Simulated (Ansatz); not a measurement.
# BAs: band gap under strain

Aim: follow the gap of BAs (zincblende) through these states: +2.0 % strain along z alone; +3.0 % strain along z alone; +4.0 % strain along z alone. The table at the end shows which levels were run.

Program: Ansatz 0.2.0. PAW datasets, plane waves. Calculated at 0 K for a non-magnetic cell.

## (1) The system as given

The unstrained cell was relaxed with r2SCAN; in each strained cell the atoms were relaxed again with r2SCAN. Names of k-points are those of the unstrained zone, where strain can split equivalent points. First state: +2.0 % strain along z alone.

The symmetry is I-4m2 (No. 119, tetragonal); conventional cell a = 3.383 Å, c = 4.879 Å, 13.96 Å³ an atom. Near B stand 4 As at 2.09 Å; near As stand 4 B at 2.09 Å.

As a file:

```cif
data_structure
_symmetry_space_group_name_H-M 'I-4m2'
_symmetry_Int_Tables_number 119
_cell_length_a 3.3826
_cell_length_b 3.3826
_cell_length_c 4.8794
_cell_angle_alpha 90.000
_cell_angle_beta 90.000
_cell_angle_gamma 90.000
_cell_volume 55.83
loop_
_atom_site_label
_atom_site_type_symbol
_atom_site_symmetry_multiplicity
_atom_site_Wyckoff_symbol
_atom_site_fract_x
_atom_site_fract_y
_atom_site_fract_z
_atom_site_occupancy
B1 B 2 a 0.00000 0.00000 0.00000 1
As1 As 2 d 0.50000 0.00000 0.25000 1
```

From earlier runs on the unstrained cell: PBE 1.19 eV, r2SCAN 1.39 eV, HSE06 1.83 eV, r2SCAN+SOC 1.31 eV, G0W0 1.91 eV (on its mesh); a = 4.784 Å.

## (2) +2.0 % strain along z alone: PBE

The input, input.yaml:

```yaml
crystal:
  lattice:
    - [0.0, 2.3918676041, 2.4397049562]
    - [2.3918676041, 0.0, 2.4397049562]
    - [2.3918676041, 2.3918676041, 0.0]
  atoms:
    - { symbol: B, position: [0.0, 0.0, 0.0] }
    - { symbol: As, position: [0.25, 0.25, 0.25] }
kpoints:
  mp_grid: { grid: [10, 10, 10] }
  band_path:
    path:
      - [0.0, 0.0, 0.0]
      - [-0.5, -0.5, 0.0]
      - [-0.375, -0.375, 0.25]
      - [-0.375, 0.0, 0.375]
      - [0.0, 0.0, 0.5]
      - [-0.5, -0.25, 0.25]
      - [0.0, 0.398438, 0.398437]
    npoints: 1
hamiltonian:
  xc: pbe
scf:
  occupations: { method: fermi_dirac, width: 0.02 }
  n_extra_bands: 4
output:
  forces: true
  stress: true
  eigenvalues: true
```

The run is started by

```bash
ansatz run input.yaml --threads 2 --pin off --max-ram 29491MiB --backend cpu --events-out ev --progress --plain --runs-dir out
```

Further steps of the session: +2.0 % strain along z alone: r2SCAN; +2.0 % strain along z alone: HSE06; +2.0 % strain along z alone: r2SCAN+SOC; +2.0 % strain along z alone: r2SCAN; +2.0 % strain along z alone: G0W0@PBE; +3.0 % strain along z alone: PBE; +3.0 % strain along z alone: r2SCAN; +3.0 % strain along z alone: HSE06; +3.0 % strain along z alone: r2SCAN+SOC; +3.0 % strain along z alone: r2SCAN; +3.0 % strain along z alone: G0W0@PBE; +4.0 % strain along z alone: PBE; +4.0 % strain along z alone: r2SCAN; +4.0 % strain along z alone: HSE06; +4.0 % strain along z alone: r2SCAN+SOC; +4.0 % strain along z alone: r2SCAN; +4.0 % strain along z alone: G0W0@PBE.

Before running it: what results should come out?

The runs gave:

Least gap in eV (negative: overlap), with the change from the unstrained cell in brackets. G0W0 is on its own coarse mesh.

```
                      state  volume change (%)           PBE        r2SCAN         HSE06          G0W0
+2.0 % strain along z alone               +2.0  1.06 (-0.13)  1.25 (-0.14)  1.70 (-0.13)  1.78 (-0.13)
+3.0 % strain along z alone               +3.0  1.00 (-0.19)  1.18 (-0.21)  1.63 (-0.20)  1.71 (-0.20)
+4.0 % strain along z alone               +4.0  0.94 (-0.25)  1.12 (-0.27)  1.57 (-0.26)  1.65 (-0.26)
```

In words: With HSE06, of the states in the table +4.0 % strain along z alone shifts the gap most, by -0.266 eV. PBE and HSE06 differ by 0.64 eV on the unstrained gap, and by at most 0.02 eV on its change: PBE follows the response to strain far better than the gap itself. The G0W0 figures hold for the stated bands, cutoff and mesh and aren't extrapolated.
